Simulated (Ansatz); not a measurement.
## AlN: what symmetry allows forces and stress to be

```
CELL_PARAMETERS angstrom
-0.17472 2.19751 2.19751
2.02279 0.00000 2.02279
2.02279 2.02279 0.00000
ATOMIC_POSITIONS crystal
Al 0.96035 0.01322 0.01322
N 0.78965 0.73678 0.73678
```

These are results of Ansatz, DFT PBEsol, scalar-relativistic, plane waves, PAW, not measurements.

Cutoff 420 eV; k points 10×10×10 on the computed 2-atom cell (Γ-centred); Gaussian smearing, width 0.02 eV; no spin polarisation.

This distorted cell has space group R3m, with 6 operations.

Without a calculation: in which directions can each atom feel a force?

A force must be left unchanged by every operation that keeps its atom in place, so it lies in the space that those operations leave fixed. Atoms that the group maps onto each other feel forces of one size.
| atom | site symmetry | operations at the site | equivalent to atom | allowed force (Cartesian) |
| --- | --- | --- | --- | --- |
| Al1 | 3m | 6 | 1 | along (0.58, -0.58, -0.58) |
| N2 | 3m | 6 | 2 | along (0.58, -0.58, -0.58) |

That leaves 2 independent force components of 6, tied by 1 condition that the forces sum to zero, so 1 remains. A relaxation in this cell that keeps the symmetry moves the atoms in these directions alone.

And the stress tensor?

It must be invariant under the point group, which leaves 2 independent components: xx = yy, xx = zz, yy = zz, xz = xy. Further linear relations between components hold in this frame.

Do the computed values obey this?

Yes. Forces (eV/Å):
```
Al1 -1.694  1.694  1.694
N2   1.694 -1.694 -1.694
```

Stress (GPa, compression positive, xx yy zz yz xz xy): 50.14 50.14 50.14 -28.56 28.56 28.56. The program imposes the same operations on density, forces and stress, so this confirms the analysis and is no independent test of the calculation.

This zinc-blende form isn't the usual stable structure of the compound.